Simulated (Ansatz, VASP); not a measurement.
One calculation of CsH, two programs

```xyz
2
Lattice="3.8184 0.0000 0.0000 0.0000 3.8184 0.0000 0.0000 0.0000 3.8184" Properties=species:S:1:pos:R:3 pbc="T T T"
Cs    0.0000    0.0000    0.0000
H     1.9092    1.9092    1.6592
```

Change from the starting cell: all H atoms moved -0.250 Å, as atom 2 along Cartesian [0 0 1].

Alike in both runs: task single point; functional LDA; k mesh 8 × 8 × 8; occupations gaussian, width 0.05 eV; no spin polarisation.

```csv
,VASP,Ansatz
version,VASP 6.6.1,Ansatz 0.2.0
potentials or method,"VASP PAW LDA potentials, release 64 (Cs_sv, H)","scalar-relativistic, plane waves, PAW"
plane-wave cutoff (eV),520,420
valence electrons in the cell,10,10
```

|  | VASP | Ansatz | Ansatz less VASP |
| --- | --- | --- | --- |
| gap on the k mesh at the Fermi level (eV) | 2.38 | 2.40 | +0.025 |
| least direct gap on the mesh (eV) | 2.54 | 2.55 | +0.010 |
| pressure (GPa) | -1.7 | -1.8 | -0.05 |
| largest component of the traceless stress (GPa) | 0.06 | 0.06 | +0.002 |
| rms of the force components (eV/Å) | 0.045 | 0.044 | -0.0013 |

Atom by atom the forces differ by 0.001 eV/Å (rms over components).

Caveats: spin-orbit coupling is left out, which moves the levels of the heavy elements. A k mesh can miss the band edges.
